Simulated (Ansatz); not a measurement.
# Li2O: the cost of one run

Method: DFT PBE+D3(BJ), scalar-relativistic, plane waves, PAW, in Ansatz 0.2.0.

1 further run of the same task is left out (set aside as unsound or not needed).

## Step 1: Starting point

It takes space group Fm-3m (No. 225, cubic). Conventional cell: a = 4.525 Å, b = 4.525 Å, c = 4.525 Å, α = 90.00°, β = 90.00°, γ = 90.00°. Around Li (site symmetry -43m) lie 4 O at 1.96 Å. Around O (site symmetry m-3m) lie 8 Li at 1.96 Å.

As a file:

```
CELL_PARAMETERS angstrom
0.00000 2.26230 2.26230
2.26230 0.00000 2.26230
2.26230 2.26230 0.00000
ATOMIC_POSITIONS crystal
Li 0.25000 0.25000 0.25000
Li 0.75000 0.75000 0.75000
O 0.00000 0.00000 0.00000
```

It is the result of an earlier relaxation at this level (volume 7.72 Å³/atom; gap on the mesh: 5.11 eV).

## Step 2: Cutting the slab

Miller indices refer to the conventional cell of the relaxed bulk, Fm-3m (No. 225): a = 4.525 Å, b = 4.525 Å, c = 4.525 Å, α = 90.00°, β = 90.00°, γ = 90.00°.

A (110) slab, 4.8 Å thick as cut, with 16 Å of vacuum, in a 2×2 surface cell; its outer planes are Li2O (top) and Li2O (bottom).

The slab as cut. Its planes from the bottom up:

```csv
plane,atoms per cell,height over the lowest (Å)
1,Li8O4,0.00
2,Li8O4,1.60
3,Li8O4,3.20
4,Li8O4,4.80
```

## Step 3: The clean surface, relaxed

input.yaml

```yaml
crystal:
  lattice:
    - [6.3987489437, 0.0, 0.0]
    - [0.0, 9.0491975384, 0.0]
    - [0.0, 0.0, 20.7990617078]
  atoms:
    - { symbol: Li, position: [0.5, 0.375, 0.3846327355] }
    - { symbol: Li, position: [0.5, 0.875, 0.3846327355] }
    - { symbol: Li, position: [0.0, 0.375, 0.3846327355] }
    - { symbol: Li, position: [0.0, 0.875, 0.3846327355] }
    - { symbol: Li, position: [0.5, 0.625, 0.3846327355] }
    - { symbol: Li, position: [0.5, 0.125, 0.3846327355] }
    - { symbol: Li, position: [0.0, 0.625, 0.3846327355] }
    - { symbol: Li, position: [0.0, 0.125, 0.3846327355] }
    - { symbol: O, position: [0.25, 0.25, 0.3846327355] }
    - { symbol: O, position: [0.25, 0.75, 0.3846327355] }
    - { symbol: O, position: [0.75, 0.25, 0.3846327355] }
    - { symbol: O, position: [0.75, 0.75, 0.3846327355] }
    - { symbol: Li, position: [0.75, 0.625, 0.4615442452] }
    - { symbol: Li, position: [0.75, 0.125, 0.4615442452] }
    - { symbol: Li, position: [0.25, 0.625, 0.4615442452] }
    - { symbol: Li, position: [0.25, 0.125, 0.4615442452] }
    - { symbol: Li, position: [0.75, 0.875, 0.4615442452] }
    - { symbol: Li, position: [0.75, 0.375, 0.4615442452] }
    - { symbol: Li, position: [0.25, 0.875, 0.4615442452] }
    - { symbol: Li, position: [0.25, 0.375, 0.4615442452] }
    - { symbol: O, position: [0.5, 0.5, 0.4615442452] }
    - { symbol: O, position: [0.5, 0.0, 0.4615442452] }
    - { symbol: O, position: [0.0, 0.5, 0.4615442452] }
    - { symbol: O, position: [0.0, 0.0, 0.4615442452] }
    - { symbol: Li, position: [0.0, 0.875, 0.5384557548] }
    - { symbol: Li, position: [0.0, 0.375, 0.5384557548] }
    - { symbol: Li, position: [0.5, 0.875, 0.5384557548] }
    - { symbol: Li, position: [0.5, 0.375, 0.5384557548] }
    - { symbol: Li, position: [0.0, 0.125, 0.5384557548] }
    - { symbol: Li, position: [0.0, 0.625, 0.5384557548] }
    - { symbol: Li, position: [0.5, 0.125, 0.5384557548] }
    - { symbol: Li, position: [0.5, 0.625, 0.5384557548] }
    - { symbol: O, position: [0.75, 0.75, 0.5384557548] }
    - { symbol: O, position: [0.75, 0.25, 0.5384557548] }
    - { symbol: O, position: [0.25, 0.75, 0.5384557548] }
    - { symbol: O, position: [0.25, 0.25, 0.5384557548] }
    - { symbol: Li, position: [0.25, 0.125, 0.6153672645] }
    - { symbol: Li, position: [0.25, 0.625, 0.6153672645] }
    - { symbol: Li, position: [0.75, 0.125, 0.6153672645] }
    - { symbol: Li, position: [0.75, 0.625, 0.6153672645] }
    - { symbol: Li, position: [0.25, 0.375, 0.6153672645] }
    - { symbol: Li, position: [0.25, 0.875, 0.6153672645] }
    - { symbol: Li, position: [0.75, 0.375, 0.6153672645] }
    - { symbol: Li, position: [0.75, 0.875, 0.6153672645] }
    - { symbol: O, position: [0.0, 0.0, 0.6153672645] }
    - { symbol: O, position: [0.0, 0.5, 0.6153672645] }
    - { symbol: O, position: [0.5, 0.0, 0.6153672645] }
    - { symbol: O, position: [0.5, 0.5, 0.6153672645] }
basis:
  ecutwfc: 420
kpoints:
  mp_grid: { grid: [3, 2, 1] }
hamiltonian:
  xc: pbe
  dispersion: d3bj
scf:
  occupations: { method: gaussian, width: 0.05 }
output:
  forces: true
  eigenvalues: true
relax:
  adjacent_minimum: "off"
  f_tol: 0.03
  max_steps: 70
  constraints:
    - { sites: [0, 1, 2, 3, 4, 5, 6, 7, 8, 9, 10, 11, 12, 13, 14, 15, 16, 17, 18, 19, 20, 21, 22, 23] }
efield:
  axis: 3
  dipole_correction: true
  ramp_width: 0.04
```

Started as:

```
> ansatz run input.yaml --threads 4 --pin off --max-ram 10240MiB --backend cpu --events-out ev --progress --plain --runs-dir out
```

Q: Estimate wall time and peak memory on 4 threads of Arm Neoverse V2, shared host.

About 88 s, with a peak of 2.6 GiB.
